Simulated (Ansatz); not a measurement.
ZrN:

```
CELL_PARAMETERS angstrom
0.00000 2.30000 2.30000
2.30000 0.00000 2.30000
2.30000 2.30000 0.00000
ATOMIC_POSITIONS crystal
Zr 0.50000 0.50000 0.50000
N 0.00000 0.00000 0.00000
```

Base run:

| Item | Value |
| --- | --- |
| Program | Ansatz 0.2.0 |
| Functional | r2SCAN |
| Potentials or basis | Ansatz PAW |
| Cutoff | 500 eV (not typed: the program's choice for these potentials) |
| k mesh | 10 × 10 × 10 |
| Occupations | fermi-dirac, width 0.05 eV |
| Spin | no spin polarisation |

Its results: band gap on the k mesh none (metal or under the smearing width); pressure -2.3 GPa.

The run is repeated on the same cell with these changes: functional from r2SCAN to PBE; cutoff from 500 eV (not typed: the program's choice for these potentials) to 420 eV (not typed: the program's choice for these potentials); occupations from fermi-dirac, width 0.05 eV to gaussian, width 0.012 eV. What comes out?

Band gap on the k mesh none (metal or under the smearing width); pressure -0.9 GPa.

Caveats: the PAW data sets come from PBE, with cores solved anew for the run's functional, which leaves a small shift of forces and pressure (some runs).
